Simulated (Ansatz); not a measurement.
A run of Ansatz 0.2.0 is set up as follows.

Contents of input.yaml:

```yaml
crystal:
  lattice:
    - [0.0, 2.22, 2.22]
    - [2.22, 0.0, 2.22]
    - [2.22, 2.22, 0.0]
  atoms:
    - { symbol: Hf, position: [0.0, 0.0, 0.0] }
hamiltonian:
  xc: lda
  pseudopotentials: { kind: paw }
kpoints:
  mp_grid: { grid: [10, 10, 10] }
  band_path:
    path:
      - [[0.0, 0.0, 0.0], [0.5, 0.0, 0.5], [0.5, 0.25, 0.75], [0.375, 0.375, 0.75], [0.0, 0.0, 0.0], [0.5, 0.5, 0.5], [0.625, 0.25, 0.625], [0.5, 0.25, 0.75], [0.5, 0.5, 0.5], [0.375, 0.375, 0.75]]
      - [[0.625, 0.25, 0.625], [0.5, 0.0, 0.5]]
    npoints: 14
scf:
  occupations: { method: fermi_dirac, width: 0.05 }
  n_extra_bands: 6
output:
  forces: true
  stress: true
  eigenvalues: true
  fatbands: true
```

Potentials or basis: Ansatz PAW.

Launch:

```sh
$ ansatz run input.yaml --threads 2 --pin off --max-ram 5632MiB --backend cpu --events-out ev --progress --plain --runs-dir out
```

Problem. What does it give for the pressure?

Solution. -5.7 GPa.

Problem. What does it give for the band gap on the k mesh?

Solution. None (metal or under the smearing width).

Levels at the corners of the path, in eV from the Fermi level:
```csv
point,band 9,band 10,band 11,band 12,band 13,band 14,band 15,band 16,band 17,band 18
Γ,-11.58,-11.58,-11.58,-7.26,1.32,1.32,1.32,4.15,4.15,11.50
X,-11.62,-11.62,-11.60,-3.37,-2.24,2.73,6.34,7.00,7.00,10.10
W,-11.63,-11.62,-11.60,-1.85,-0.40,-0.40,2.46,7.02,9.14,9.72
K,-11.63,-11.61,-11.60,-2.32,-1.47,0.91,3.98,5.98,6.74,9.98
Γ,-11.58,-11.58,-11.58,-7.26,1.32,1.32,1.32,4.15,4.15,11.50
L,-11.61,-11.61,-11.58,-3.72,0.76,1.09,1.09,6.35,6.35,9.53
U,-11.63,-11.61,-11.60,-2.32,-1.47,0.91,3.98,5.98,6.74,9.98
W,-11.63,-11.62,-11.60,-1.85,-0.40,-0.40,2.46,7.02,9.14,9.72
L,-11.61,-11.61,-11.58,-3.72,0.76,1.09,1.09,6.35,6.35,9.53
K,-11.63,-11.61,-11.60,-2.32,-1.47,0.91,3.98,5.98,6.74,9.98
U,-11.63,-11.61,-11.60,-2.32,-1.47,0.91,3.98,5.98,6.74,9.98
X,-11.62,-11.62,-11.60,-3.37,-2.24,2.73,6.34,7.00,7.00,10.10
```

Caveat: spin-orbit coupling is left out, which moves the levels of the heavy elements; the PAW data sets come from PBE, with cores solved anew for the run's functional, which leaves a small shift of forces and pressure.
